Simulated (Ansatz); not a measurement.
Crystal: AlRu.

```
CELL_PARAMETERS angstrom
2.99160 0.00000 0.00000
0.00000 2.99160 0.00000
0.00000 0.00000 2.99160
ATOMIC_POSITIONS crystal
Ru 0.50000 0.50000 0.50000
Al 0.00000 0.00000 0.00000
```

```yaml
Program: Ansatz 0.2.0
Task: relaxation of cell and atoms
Functional: revPBE
Potentials_or_basis: Ansatz PAW
Cutoff: "420 eV (not typed: the program's choice for these potentials)"
k_mesh: 9 × 9 × 9
Occupations: fermi-dirac, width 0.05 eV
Spin: no spin polarisation
```

At the start: volume 13.39 Å³/atom.

Task: Where does the relaxation end?

Result: It ends after 4 steps and the volume is 13.73 Å³/atom (+2.6 %); space group Pm-3m (No. 221, to 0.05 Å).

Step by step:
```
step  energy change (eV)  largest force (eV/Å)  volume (Å³)
   1              0.0000                0.0000        26.77
   2             -0.0098                0.0000        27.61
   3             -0.0104                0.0000        27.46
   4             -0.0108                0.0000        27.46
```

Final structure:
```yaml
crystal:
  lattice:
    - [3.01689, 0.00000, 0.00000]
    - [0.00000, 3.01689, 0.00000]
    - [0.00000, 0.00000, 3.01689]
  atoms:
    - { symbol: Ru, position: [0.50000, 0.50000, 0.50000] }
    - { symbol: Al, position: [0.00000, 0.00000, 0.00000] }
```

Caveat: the plane-wave basis is chosen anew once the cell has moved, so the energies of steps on either side of that aren't comparable; the PAW data sets come from PBE, with cores solved anew for the run's functional, which leaves a small shift of forces and pressure.
